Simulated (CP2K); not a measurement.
Runs of CP2K 2026.2 on Sn. It takes space group I4/mmm (No. 139, tetragonal). The conventional cell has a = 4.058 Å, b = 4.058 Å, c = 3.322 Å, α = 90.00°, β = 90.00°, γ = 90.00°. Sn (site symmetry 4/mmm) has 10 Sn at 3.32 Å as nearest neighbours. This isn't the form of Sn at room conditions, which is tetragonal (white tin).

```tsv
level	cutoff of the non-local correlation (Ry)	gap on the mesh (eV)	pressure (GPa)
TPSS	-	none	2.4
HLE16	-	none	(b)
BEEF-vdW	300	none	2.2
LDA	-	none	(a)
revPBE	-	none	2.1
PBE	-	none	2.0
PBEsol	-	none	1.2
```

Alike in all rows: task single point; potentials or basis POTENTIAL_UZH Sn GTH-PBE-q4; TZVP-MOLOPT-PBE-GTH basis; no spin polarisation; cell as given; k mesh 10 × 10 × 10; smearing fermi-dirac 0.05 eV.

Q: Fill in the values left out.

A: (a) 1.5; (b) -9.5.

Caveats: the basis of atomic orbitals isn't converged, which shifts pressures, moduli and gaps; the potentials were made for another functional, which shifts forces and pressure (some runs); the potentials were made for a functional far from this one (some runs).

A k mesh can miss the band edges, and the runs leave out spin-orbit coupling on Sn.

A gap of «none» marks a metal or a gap under the smearing width.
